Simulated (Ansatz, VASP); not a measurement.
## One calculation of InSb, two programs

The input INCAR:

```
SYSTEM = InSb
PREC = Accurate
ENCUT = 520
EDIFF = 1E-6
ISMEAR = 0
SIGMA = 0.15
LREAL = .False.
LASPH = .True.
NELM = 100
ALGO = Normal
ISIF = 2
LWAVE = .False.
LCHARG = .True.
GGA = CA
LELF = .True.
LVHAR = .True.
NBANDS = 16
```

KPOINTS

```
Automatic mesh
0
Gamma
  12 12 12
  0 0 0
```

Contents of POSCAR:

```
InSb
1.0
    0.0000000000      3.2391000000      3.2391000000
    3.2391000000      0.0000000000      3.2391000000
    3.2391000000      3.2391000000      0.0000000000
In Sb
1 1
Direct
    0.0000000000      0.0000000000      0.0000000000
    0.7500000000      0.7500000000      0.7500000000
```

Input for Ansatz:

```yaml
crystal:
  lattice:
    - [0.0, 3.2391, 3.2391]
    - [3.2391, 0.0, 3.2391]
    - [3.2391, 3.2391, 0.0]
  atoms:
    - { symbol: In, position: [0.0, 0.0, 0.0] }
    - { symbol: Sb, position: [0.75, 0.75, 0.75] }
basis:
  ecutwfc: 420
kpoints:
  mp_grid: { grid: [12, 12, 12] }
hamiltonian:
  xc: lda
scf:
  occupations: { method: gaussian, width: 0.15 }
output:
  forces: true
  stress: true
  eigenvalues: true
```

Alike in both runs: task single point; functional LDA; k mesh 12 × 12 × 12; occupations gaussian, width 0.15 eV; no spin polarisation.

|  | VASP | Ansatz |
| --- | --- | --- |
| version | VASP 6.6.1 | Ansatz 0.2.0 |
| potentials or method | VASP PAW LDA potentials, release 64 (In_d, Sb) | scalar-relativistic, plane waves, PAW |
| plane-wave cutoff (eV) | 520 | 420 |
| valence electrons in the cell | 18 | 28 |

```csv
,VASP,Ansatz,Ansatz less VASP
gap on the k mesh at the Fermi level (eV),none,none,-
pressure (GPa),-0.5,-0.6,-0.08
```

A gap of «none» marks a metal or a gap that the smearing closes. The two sets of potentials don't hold the same shells in valence.

Caveats: this crystal is a semiconductor, whose small gap the functional closes, so the metal is an error of the method. The runs have no spin-orbit coupling, so splittings on Sb are missing.
